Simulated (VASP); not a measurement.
Wanted: the native input for a VASP 6.6.1 run.

```yaml
Task: density of states
Functional: PBE
Potentials_or_basis: VASP PAW PBE potentials, release 64 (Pt)
Cutoff: 520 eV
k_mesh: 9 × 9 × 12
Occupations: fermi-dirac, width 0.08 eV
Spin: no spin polarisation
Dipole_correction: no
k_mesh_for_the_DOS: 14 × 14 × 18
Occupations_for_the_DOS: tetrahedron
Further_INCAR_settings: ALGO = Fast; EDIFF = 1e-07; NBANDS = 22
```

Crystal: Pt.

```
Pt
1.0
     4.53343    0.00000    0.00000
    -2.26672    3.92607    0.00000
     0.00000    0.00000    2.70136
Pt
3
Direct
  0.00000 0.00000 0.00000
  0.33333 0.66667 0.50000
  0.66667 0.33333 0.50000
```

This isn't the form of Pt at room conditions, which is fcc.

One way to write it, as run:

POSCAR

```
Pt
1.0
    4.5334300498      0.0000000000      0.0000000000
   -2.2667150249      3.9260655894      0.0000000000
    0.0000000000      0.0000000000      2.7013626256
Pt
3
Direct
    0.0000000000      0.0000000000      0.0000000000
    0.3333333333      0.6666666667      0.5000000000
    0.6666666667      0.3333333333      0.5000000000
```

INCAR.step1

```
  ALGO = Fast
  EDIFF = 1E-7
  ENCUT = 520
  GGA = PE
  ISIF = 2
  ISMEAR = -1
  LASPH = T
  LCHARG = T
  LMAXMIX = 4
  LREAL = F
  LWAVE = F
  NBANDS = 22
  NELM = 100
  PREC = Accurate
  SIGMA = 0.08
```

KPOINTS.step1

```
k-points
0
Gamma
  9 9 12
```

INCAR.step2

```
  ALGO = Fast
  EDIFF = 1E-7
  ENCUT = 520
  GGA = PE
  ICHARG = 11
  ISIF = 2
  ISMEAR = -5
  LASPH = T
  LCHARG = F
  LMAXMIX = 4
  LORBIT = 11
  LREAL = F
  LWAVE = F
  NBANDS = 22
  NEDOS = 1001
  NELM = 100
  PREC = Accurate
  SIGMA = 0.08
```

KPOINTS.step2

```
k-points
0
Gamma
  14 14 18
```

Potentials or basis: VASP PAW PBE potentials, release 64 (Pt).

Command:

```console
$ cat potpaw_PBE.64/Pt/POTCAR > POTCAR
$ cp INCAR.step1 INCAR
$ cp KPOINTS.step1 KPOINTS
$ mpirun -np 1 vasp_std > vasp.out
$ cp INCAR.step2 INCAR
$ cp KPOINTS.step2 KPOINTS
$ mpirun -np 1 vasp_std > vasp.out
```

Results of the run:

* Valence electrons inside the program's atomic spheres: Pt 9.11, 9.23

Wall time 5.3 min on 1 thread of AMD EPYC 7R43 64-Core Processor (Zen 3) (shared host), peak memory 0.27 GiB.
